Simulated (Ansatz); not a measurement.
BaTe built on the zincblende prototype at its r2SCAN geometry, run in Ansatz 0.2.0 at 4 levels of theory. All values are calculated for a non-magnetic cell, which may be hypothetical.

The LDA input:
```yaml
crystal:
  lattice:
    - [0.0, 3.914158674, 3.914158674]
    - [3.914158674, 0.0, 3.914158674]
    - [3.914158674, 3.914158674, 0.0]
  atoms:
    - { symbol: Ba, position: [0.0, 0.0, 0.0] }
    - { symbol: Te, position: [0.25, 0.25, 0.25] }
kpoints:
  mp_grid: { grid: [6, 6, 6] }
  band_path:
    path:
      - [0.0, 0.0, 0.0]
      - [-0.5, -0.5, 0.0]
      - [-0.375, -0.375, 0.25]
      - [-0.375, 0.0, 0.375]
      - [0.0, 0.0, 0.5]
      - [-0.5, -0.25, 0.25]
      - [0.25, -0.5, -0.25]
    npoints: 1
hamiltonian:
  xc: lda
scf:
  occupations: { method: fixed }
  n_extra_bands: 4
output:
  forces: true
  stress: true
  eigenvalues: true
```

Main results, then, where recorded, the levels near the gap in eV from the Fermi energy (columns number the bands from 0), one row a point of the path (Γ, X, U, K, L, W, W):
```
Crystal: 2 atoms, lattice volume = 119.935 Å³
Symmetry: 24 space group operations
Space group: F-43m (ITA 216)
```
```
Basis set: ecut = 420 eV, 2397 PW (Γ)
Bands: 17, of which v1, the nominal top of the filled ones, is band 13 counted from 1 (12 counted from 0)
k-points: 16 of 216 (time reversal used)
Free energy (F): -12609.611315 eV
Fermi energy:    2.734762 eV
--- Stress (GPa, compression-positive) ---
       -1.516480       0.000000       0.000000
        0.000000      -1.516480       0.000000
        0.000000       0.000000      -1.516480
  P = ⅓ Tr σ = -1.5165 GPa (-15.165 kbar)
```
```tsv
band_10	band_11	band_12	band_13	band_14	band_15
-0.437	-0.437	-0.437	2.286	4.059	4.059
-1.009	-0.003	-0.003	2.766	3.764	4.900
-0.786	-0.242	-0.076	2.821	3.870	4.247
-0.786	-0.242	-0.076	2.821	3.870	4.247
-0.732	-0.255	-0.255	3.838	4.228	4.228
-0.613	-0.490	0.001	2.769	3.671	4.625
-0.613	-0.490	0.001	2.769	3.671	4.625
```

LDA gives an indirect gap of 2.29 eV, from W to Γ; the least direct gap is 2.72 eV at Γ.

Problem. Another run on the same cell gave
```
Basis set: ecut = 420 eV, 2397 PW (Γ)
Bands: 34, of which v1, the nominal top of the filled ones, is band 26 counted from 1 (25 counted from 0)
k-points: 16 of 216 (time reversal used)
Free energy (F): -12940.068397 eV
Fermi energy:    3.171244 eV
--- Stress (GPa, compression-positive) ---
       -0.001431       0.000000       0.000000
        0.000000      -0.001431       0.000000
        0.000000       0.000000      -0.001431
  P = ⅓ Tr σ = -0.0014 GPa (-0.014 kbar)
```
```tsv
band_20	band_21	band_22	band_23	band_24	band_25	band_26	band_27	band_28	band_29	band_30	band_31
-1.021	-1.021	-0.407	-0.407	-0.407	-0.407	2.401	2.401	3.991	3.991	3.991	3.991
-1.225	-1.225	-0.288	-0.288	0.000	0.000	2.778	2.778	3.740	3.740	4.799	4.799
-1.104	-1.010	-0.439	-0.379	-0.150	-0.103	2.819	2.819	3.796	3.867	4.165	4.211
-1.104	-1.010	-0.439	-0.379	-0.150	-0.103	2.819	2.819	3.796	3.867	4.165	4.211
-1.022	-1.022	-0.499	-0.499	-0.210	-0.210	3.809	3.809	4.170	4.170	4.206	4.206
-1.048	-0.909	-0.564	-0.466	-0.146	-0.044	2.759	2.784	3.550	3.679	4.572	4.577
-1.048	-0.909	-0.564	-0.466	-0.146	-0.044	2.759	2.784	3.550	3.679	4.572	4.577
```
Which level of theory and mesh gave it?

Solution. It is PBE+SOC, with spin-orbit coupling since the bands come doubled, on 6×6×6; the blocks that differ from the first input, but for the band path:
```yaml
hamiltonian:
  xc: pbe
scf:
  occupations: { method: fixed }
  n_extra_bands: 8
magnetization:
  noncollinear: true
  spin_orbit: true
```
PBE+SOC gives an indirect gap of 2.40 eV, from X to Γ; the least direct gap is 2.78 eV at X. The mean stress is close to zero (0.00 GPa).

Problem. Another run on the same cell gave
```
Basis set: ecut = 500 eV, 3071 PW (Γ)
Bands: 17, of which v1, the nominal top of the filled ones, is band 13 counted from 1 (12 counted from 0)
k-points: 16 of 216 (time reversal used)
Free energy (F): -12962.866119 eV
Fermi energy:    2.766658 eV
--- Stress (GPa, compression-positive) ---
       -0.026522       0.000000       0.000000
        0.000000      -0.026522       0.000000
        0.000000       0.000000      -0.026522
  P = ⅓ Tr σ = -0.0265 GPa (-0.265 kbar)
```
```tsv
band_10	band_11	band_12	band_13	band_14	band_15
-0.425	-0.425	-0.425	2.940	4.620	4.620
-0.950	-0.002	-0.002	3.203	4.367	5.475
-0.732	-0.224	-0.071	3.272	4.425	4.818
-0.732	-0.224	-0.071	3.272	4.425	4.818
-0.681	-0.242	-0.242	4.353	4.804	4.804
-0.551	-0.473	0.001	3.215	4.202	5.276
-0.551	-0.473	0.001	3.215	4.202	5.276
```
Which level of theory and mesh gave it?

Solution. It is r2SCAN, on 6×6×6; the blocks that differ from the first input, but for the band path:
```yaml
hamiltonian:
  xc: r2scan
```
r2SCAN gives an indirect gap of 2.94 eV, from W to Γ; the least direct gap is 3.20 eV at X. The mean stress is close to zero (-0.03 GPa).

Problem. In the first input these blocks are replaced (the band path and keys that only write files left aside):
```yaml
kpoints:
  mp_grid: { grid: [4, 4, 4] }
hamiltonian:
  xc: r2scanh
```
What comes out?

Solution.
```
Basis set: ecut = 500 eV, 3071 PW (Γ)
Bands: 17, of which v1, the nominal top of the filled ones, is band 13 counted from 1 (12 counted from 0)
k-points: 8 of 64 (time reversal used)
hybrid outer 1: dexx = +2.183e-4 eV, tail = 7.03e-7 eV
hybrid outer 2: dexx = +1.415e-8 eV, tail = 6.53e-9 eV, Δε = 2.87e-4 eV
Free energy (F): -12963.012355 eV
Fermi energy:    2.443803 eV
--- Stress (GPa, compression-positive) ---
       -0.053280       0.000000       0.000000
        0.000000      -0.053280       0.000000
        0.000000       0.000000      -0.053280
  P = ⅓ Tr σ = -0.0533 GPa (-0.533 kbar)
```
```tsv
band_10	band_11	band_12	band_13	band_14	band_15
-0.431	-0.431	-0.431	3.413	5.222	5.222
-0.985	-0.002	-0.002	3.719	4.918	6.090
-0.758	-0.235	-0.071	3.797	4.982	5.416
-0.758	-0.235	-0.071	3.797	4.982	5.416
-0.712	-0.243	-0.243	4.914	5.394	5.394
-0.568	-0.491	0.000	3.739	4.763	5.895
-0.568	-0.491	0.000	3.739	4.763	5.895
```
r2SCANh gives an indirect gap of 3.41 eV, from W to Γ; the least direct gap is 3.72 eV at X. The mean stress, -0.1 GPa, is small, and the program warns that its thresholds are loose for a hybrid's stress.

Small level splittings and stresses of the hybrids carry the error of their coarser meshes.

Totals of different functionals, or with and without spin-orbit coupling, can't be compared.

Only the levels marked +SOC include spin-orbit coupling.
